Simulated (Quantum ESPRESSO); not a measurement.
# TiC (Fm-3m) in Quantum ESPRESSO: phonons with PBEsol+U

Aim: the phonons of TiC with PBEsol+U.

Program: Quantum ESPRESSO 7.5. These are calculated values, not measurements. Logs are shortened: lines on timing, memory, paths and dates and some standing lists are left out, and cuts for length are marked.

## Step 1: Starting point

It takes space group Fm-3m (No. 225, cubic). The conventional cell has a = 4.331 Å, b = 4.331 Å, c = 4.331 Å, α = 90.00°, β = 90.00°, γ = 90.00°. Ti (site symmetry m-3m) is surrounded by 6 C at 2.17 Å. C (site symmetry m-3m) is surrounded by 6 Ti at 2.17 Å.

The cell is a database's computed one.

## Step 2: Phonons, PBEsol+U

File pw.in:

```
&CONTROL
  calculation = 'scf'
  prefix = 'pwscf'
  outdir = './tmp'
  pseudo_dir = './pseudo'
  tprnfor = .true.
  tstress = .true.
  disk_io = 'low'
/
&SYSTEM
  ibrav = 0
  nat = 2
  ntyp = 2
  ecutwfc = 84
  nbnd = 17
  occupations = 'smearing'
  smearing = 'mp'
  degauss = 0.00999582
/
&ELECTRONS
  conv_thr = 4d-10
  electron_maxstep = 120
  mixing_beta = 0.1
  diagonalization = 'rmm-davidson'
/
ATOMIC_SPECIES
Ti    47.8670 Ti.upf
C     12.0110 C.upf
CELL_PARAMETERS angstrom
   0.0000000000    2.1657188437    2.1657188437
   2.1657188437    0.0000000000    2.1657188437
   2.1657188437    2.1657188437    0.0000000000
ATOMIC_POSITIONS crystal
Ti     0.0000000000    0.0000000000    0.0000000000
C      0.5000000000    0.5000000000    0.5000000000
K_POINTS automatic
11 11 11 0 0 0
HUBBARD {atomic}
U Ti-3d 5.3
```

File scf2.in:

```
&CONTROL
  calculation = 'scf'
  prefix = 'pwscf'
  outdir = './tmp'
  pseudo_dir = './pseudo'
  tprnfor = .true.
  tstress = .true.
  disk_io = 'low'
/
&SYSTEM
  ibrav = 0
  nat = 2
  ntyp = 2
  ecutwfc = 84
  nbnd = 17
  occupations = 'smearing'
  smearing = 'mp'
  degauss = 0.00999582
/
&ELECTRONS
  conv_thr = 1d-13
  electron_maxstep = 120
  mixing_beta = 0.1
  diagonalization = 'rmm-davidson'
  startingpot = 'file'
  startingwfc = 'file'
/
ATOMIC_SPECIES
Ti    47.8670 Ti.upf
C     12.0110 C.upf
CELL_PARAMETERS angstrom
   0.0000000000    2.1657188437    2.1657188437
   2.1657188437    0.0000000000    2.1657188437
   2.1657188437    2.1657188437    0.0000000000
ATOMIC_POSITIONS crystal
Ti     0.0000000000    0.0000000000    0.0000000000
C      0.5000000000    0.5000000000    0.5000000000
K_POINTS automatic
11 11 11 0 0 0
HUBBARD {atomic}
U Ti-3d 5.3
```

File ph.in:

```
phonons of TiC
&INPUTPH
  prefix = 'pwscf'
  outdir = './tmp'
  tr2_ph = 1d-18
  fildyn = 'dyn'
  niter_ph = 90
  alpha_mix(1) = 0.4
/
0.0000000000 0.0000000000 0.0000000000
```

File dynmat.in:

```
&INPUT
  fildyn = 'dyn'
  asr = 'crystal'
  filout = 'dynmat.disp'
  fileig = 'dynmat.eig'
/
```

File relax_v0.99.in:

```
&CONTROL
  calculation = 'relax'
  prefix = 'pwscf'
  outdir = './tmp'
  pseudo_dir = './pseudo'
  tprnfor = .true.
  tstress = .true.
  disk_io = 'low'
  nstep = 30
  forc_conv_thr = 0.0001
  etot_conv_thr = 1d-06
/
&SYSTEM
  ibrav = 0
  nat = 2
  ntyp = 2
  ecutwfc = 84
  nbnd = 17
  occupations = 'smearing'
  smearing = 'mp'
  degauss = 0.00999582
/
&ELECTRONS
  conv_thr = 1d-13
  electron_maxstep = 120
  mixing_beta = 0.1
  diagonalization = 'rmm-davidson'
/
&IONS
  ion_dynamics = 'bfgs'
/
ATOMIC_SPECIES
Ti    47.8670 Ti.upf
C     12.0110 C.upf
CELL_PARAMETERS angstrom
   0.0000000000    2.1584755828    2.1584755828
   2.1584755828    0.0000000000    2.1584755828
   2.1584755828    2.1584755828    0.0000000000
ATOMIC_POSITIONS crystal
Ti     0.0000000000    0.0000000000    0.0000000000
C      0.5000000000    0.5000000000    0.5000000000
K_POINTS automatic
11 11 11 0 0 0
HUBBARD {atomic}
U Ti-3d 5.3
```

File ph_v0.99.in:

```
phonons at 0.99 of the volume
&INPUTPH
  prefix = 'pwscf'
  outdir = './tmp'
  tr2_ph = 1d-18
  fildyn = 'dyn_v0.99'
  niter_ph = 90
  alpha_mix(1) = 0.4
/
0.0000000000 0.0000000000 0.0000000000
```

File relax_v1.01.in:

```
&CONTROL
  calculation = 'relax'
  prefix = 'pwscf'
  outdir = './tmp'
  pseudo_dir = './pseudo'
  tprnfor = .true.
  tstress = .true.
  disk_io = 'low'
  nstep = 30
  forc_conv_thr = 0.0001
  etot_conv_thr = 1d-06
/
&SYSTEM
  ibrav = 0
  nat = 2
  ntyp = 2
  ecutwfc = 84
  nbnd = 17
  occupations = 'smearing'
  smearing = 'mp'
  degauss = 0.00999582
/
&ELECTRONS
  conv_thr = 1d-13
  electron_maxstep = 120
  mixing_beta = 0.1
  diagonalization = 'rmm-davidson'
/
&IONS
  ion_dynamics = 'bfgs'
/
ATOMIC_SPECIES
Ti    47.8670 Ti.upf
C     12.0110 C.upf
CELL_PARAMETERS angstrom
   0.0000000000    2.1729139758    2.1729139758
   2.1729139758    0.0000000000    2.1729139758
   2.1729139758    2.1729139758    0.0000000000
ATOMIC_POSITIONS crystal
Ti     0.0000000000    0.0000000000    0.0000000000
C      0.5000000000    0.5000000000    0.5000000000
K_POINTS automatic
11 11 11 0 0 0
HUBBARD {atomic}
U Ti-3d 5.3
```

File ph_v1.01.in:

```
phonons at 1.01 of the volume
&INPUTPH
  prefix = 'pwscf'
  outdir = './tmp'
  tr2_ph = 1d-18
  fildyn = 'dyn_v1.01'
  niter_ph = 90
  alpha_mix(1) = 0.4
/
0.0000000000 0.0000000000 0.0000000000
```

Potentials or basis: PseudoDojo 0.4 SR PBEsol stringent.

Command:

```bash
$ OMP_NUM_THREADS=1 pw.x -in pw.in > pw.out
$ OMP_NUM_THREADS=1 pw.x -in scf2.in > scf2.out
$ OMP_NUM_THREADS=1 ph.x -in ph.in > ph.out
$ OMP_NUM_THREADS=1 dynmat.x -in dynmat.in > dynmat.out
$ OMP_NUM_THREADS=1 pw.x -in relax_v0.99.in > relax_v0.99.out
$ OMP_NUM_THREADS=1 ph.x -in ph_v0.99.in > ph_v0.99.out
$ OMP_NUM_THREADS=1 pw.x -in relax_v1.01.in > relax_v1.01.out
$ OMP_NUM_THREADS=1 ph.x -in ph_v1.01.in > ph_v1.01.out
```

pw.out:

```text
This program is part of the open-source Quantum ESPRESSO suite
     for quantum simulation of materials; please cite
[... 9 lines left out ...]
     --------------------
     sticks:   dense  smooth     PW     G-vecs:    dense   smooth      PW
     Sum         769     769    241                14211    14211    2421

     Using Slab Decomposition

     bravais-lattice index     =            0
     lattice parameter (alat)  =       5.7878  a.u.
     unit-cell volume          =     137.0985 (a.u.)^3
     number of atoms/cell      =            2
     number of atomic types    =            2
     number of electrons       =        16.00
     number of Kohn-Sham states=           17
     kinetic-energy cutoff     =      84.0000  Ry
     charge density cutoff     =     336.0000  Ry
     scf convergence threshold =      4.0E-10
     mixing beta               =       0.1000
     number of iterations used =            8  plain     mixing
     Exchange-correlation= PBESOL
                           (   1   4  10   8   0   0   0)
     Hubbard projectors: atomic
     Hubbard parameters of DFT+U (Dudarev formulation) in eV:
     U(Ti-3d) =  5.3000

     Internal variables: lda_plus_u =T, lda_plus_u_kind = 0

     Internal variables: orbital_resolved =F, hub_pot_fix =F, apply_U = F

     celldm(1)=   5.787832  celldm(2)=   0.000000  celldm(3)=   0.000000
     celldm(4)=   0.000000  celldm(5)=   0.000000  celldm(6)=   0.000000

     crystal axes: (cart. coord. in units of alat)
               a(1) = (   0.000000   0.707107   0.707107 )
               a(2) = (   0.707107   0.000000   0.707107 )
               a(3) = (   0.707107   0.707107   0.000000 )

     reciprocal axes: (cart. coord. in units 2 pi/alat)
               b(1) = ( -0.707107  0.707107  0.707107 )
               b(2) = (  0.707107 -0.707107  0.707107 )
               b(3) = (  0.707107  0.707107 -0.707107 )

     PseudoPot. # 1 for Ti read from file:
     Ti.upf
     Pseudo is Norm-conserving + core correction, Zval = 12.0
     Generated using ONCVPSP code by D. R. Hamann
     Using radial grid of 1586 points,  6 beta functions with:
                l(1) =   0
                l(2) =   0
                l(3) =   1
                l(4) =   1
                l(5) =   2
                l(6) =   2

     PseudoPot. # 2 for C  read from file:
     C.upf
     Pseudo is Norm-conserving + core correction, Zval =  4.0
     Generated using ONCVPSP code by D. R. Hamann
     Using radial grid of 1248 points,  4 beta functions with:
                l(1) =   0
                l(2) =   0
                l(3) =   1
                l(4) =   1

     atomic species   valence    mass     pseudopotential
     Ti               12.00    47.86700     Ti( 1.00)
     C                 4.00    12.01100     C ( 1.00)

     48 Sym. Ops., with inversion, found

   Cartesian axes

     site n.     atom                  positions (alat units)
         1        Ti     tau(   1) = (   0.0000000   0.0000000   0.0000000  )
         2        C      tau(   2) = (   0.7071068   0.7071068   0.7071068  )

     number of k points=    56  Methfessel-Paxton smearing, width (Ry)=  0.0100
                       cart. coord. in units 2pi/alat
        k(    1) = (   0.0000000   0.0000000   0.0000000), wk =   0.0015026
        k(    2) = (   0.0642824   0.0642824  -0.0642824), wk =   0.0120210
        k(    3) = (   0.1285649   0.1285649  -0.1285649), wk =   0.0120210
        k(    4) = (   0.1928473   0.1928473  -0.1928473), wk =   0.0120210
        k(    5) = (   0.2571297   0.2571297  -0.2571297), wk =   0.0120210
        k(    6) = (   0.3214122   0.3214122  -0.3214122), wk =   0.0120210
[... 48 lines left out ...]
        k(   55) = (  -0.0642824  -0.4499770   0.7071068), wk =   0.0360631
        k(   56) = (   0.0000000  -0.3856946   0.6428243), wk =   0.0360631

     Dense  grid:    14211 G-vectors     FFT dimensions: (  36,  36,  36)

     Initial potential from superposition of free atoms

     starting charge      15.9985, renormalised to      16.0000

     STARTING HUBBARD OCCUPATIONS:

     =================== HUBBARD OCCUPATIONS ===================
     ------------------------ ATOM    1 ------------------------
     Tr[ns(  1)] =   2.00000
     eigenvalues:
       0.200  0.200  0.200  0.200  0.200
     eigenvectors (columns):
       1.000  0.000  0.000  0.000  0.000
       0.000  1.000  0.000  0.000  0.000
       0.000  0.000  1.000  0.000  0.000
       0.000  0.000  0.000  1.000  0.000
       0.000  0.000  0.000  0.000  1.000
     occupation matrix ns (before diag.):
       0.200  0.000  0.000  0.000  0.000
       0.000  0.200  0.000  0.000  0.000
       0.000  0.000  0.200  0.000  0.000
       0.000  0.000  0.000  0.200  0.000
       0.000  0.000  0.000  0.000  0.200

     Number of occupied Hubbard levels =    2.0000

     Atomic wfc used for Hubbard projectors are NOT orthogonalized

     Starting wfcs are   14 randomized atomic wfcs +    3 random wfcs

     Self-consistent Calculation

     iteration #  1     ecut=    84.00 Ry     beta= 0.10
     Davidson diagonalization with overlap
     ethr =  1.00E-02,  avg # of iterations =  4.1

     =================== HUBBARD OCCUPATIONS ===================
     ------------------------ ATOM    1 ------------------------
     Tr[ns(  1)] =   2.72315
     eigenvalues:
       0.185  0.185  0.185  0.403  0.403
     eigenvectors (columns):
      -0.000 -0.000 -0.000  0.743 -0.670
      -0.269  0.541 -0.797 -0.000 -0.000
      -0.363  0.709  0.604 -0.000 -0.000
       0.000  0.000  0.000 -0.670 -0.743
       0.892  0.452  0.005  0.000  0.000
     occupation matrix ns (before diag.):
       0.403 -0.000 -0.000  0.000  0.000
      -0.000  0.185 -0.000  0.000  0.000
      -0.000 -0.000  0.185  0.000  0.000
       0.000  0.000  0.000  0.403 -0.000
       0.000  0.000  0.000 -0.000  0.185
[... 143 lines left out ...]
     total energy              =    -130.29877957 Ry
     estimated scf accuracy    <          5.0E-09 Ry

     iteration # 22     ecut=    84.00 Ry     beta= 0.10
     RMM-DIIS diagonalization
     ethr =  5.18E-12,  avg # of iterations =  2.8

     End of self-consistent calculation

     =================== HUBBARD OCCUPATIONS ===================
     ------------------------ ATOM    1 ------------------------
     Tr[ns(  1)] =   4.23298
     eigenvalues:
       0.295  0.295  0.295  0.615  0.615
     eigenvectors (columns):
      -0.000 -0.000 -0.000  0.231 -0.973
      -0.308  0.774 -0.554 -0.000  0.000
      -0.356  0.446  0.821 -0.000 -0.000
       0.000  0.000  0.000 -0.973 -0.231
       0.882  0.450  0.138  0.000 -0.000
     occupation matrix ns (before diag.):
       0.615 -0.000 -0.000  0.000  0.000
      -0.000  0.295 -0.000  0.000  0.000
      -0.000 -0.000  0.295  0.000  0.000
       0.000  0.000  0.000  0.615 -0.000
       0.000  0.000  0.000 -0.000  0.295
[... 333 lines left out ...]
          k = 0.0000-0.3857 0.6428 (  1777 PWs)   bands (ev):

   -41.6838 -18.2256 -18.2095 -18.0955   4.8609  11.5874  11.9198  12.2008
    17.7593  18.2420  18.9633  19.6468  19.7874  28.2369  28.5506  29.5705
    32.9217

     the Fermi energy is    15.2413 ev

!    total energy              =    -130.29877957 Ry
     estimated scf accuracy    <          3.6E-10 Ry
     smearing contrib. (-TS)   =       0.00002720 Ry
     internal energy E=F+TS    =    -130.29880678 Ry

     The total energy is F=E-TS. E is the sum of the following terms:
     one-electron contribution =     -29.50550385 Ry
     hartree contribution      =      22.74962619 Ry
     xc contribution           =     -21.56762510 Ry
     ewald contribution        =    -102.40301018 Ry
     Hubbard energy            =       0.42770617 Ry

     convergence has been achieved in  22 iterations

     Forces acting on atoms (cartesian axes, Ry/au):

     atom    1 type  1   force =     0.00000000    0.00000000   -0.00000000
     atom    2 type  2   force =    -0.00000000    0.00000000    0.00000000

     Total force =     0.000000     Total SCF correction =     0.000000

     Computing stress (Cartesian axis) and pressure

          total   stress  (Ry/bohr**3)                   (kbar)     P=       28.38
   0.00019293   0.00000000   0.00000000           28.38        0.00        0.00
   0.00000000   0.00019293   0.00000000            0.00       28.38        0.00
   0.00000000   0.00000000   0.00019293            0.00        0.00       28.38

=------------------------------------------------------------------------------=
   JOB DONE.
=------------------------------------------------------------------------------=
```

Run time: 26 min. Hardware: 1 thread of Intel Xeon Platinum 8375C at 2.90GHz (Ice Lake), shared host; peak memory 0.08 GiB.

Results:

```
Free energy                   : -1772.8052 eV
Pressure after relaxing       : 2.8 GPa
Band gap on the k mesh        : none (metal or under the smearing width)
Highest phonon frequency at Γ : 540 cm⁻¹
```

Phonon frequencies in cm⁻¹ (negative: imaginary):
| q point | frequencies |
| --- | --- |
| (0.000, 0.000, 0.000) | -13 -13 -13 540 540 540 |

Eigenvalues of the final occupation matrices:
```csv
site,spin,trace,eigenvalues
Ti 1 3d,each,2.12,0.30 0.30 0.30 0.62 0.62
```

Mode Grüneisen parameters of phonons at Γ, in order of frequency: n/a, n/a, n/a, 1.66, 1.66, 1.66

Optical modes at Γ, degenerate ones joined:
```csv
cm⁻¹,components,symmetry,active in
540,3,T1u,IR
```

Frequencies at 99 % and 101 % of the volume (pressures 5.2 and 0.6 GPa), ions relaxed:
| mode | 99 % (cm⁻¹) | 101 % (cm⁻¹) | Grüneisen parameter |
| --- | --- | --- | --- |
| 4 | 549.3 | 531.4 | 1.66 |
| 5 | 549.3 | 531.4 | 1.66 |
| 6 | 549.3 | 531.4 | 1.66 |

Caveat: U without spin polarisation on a metal has little footing; the U is typed as a test and isn't derived for this compound.
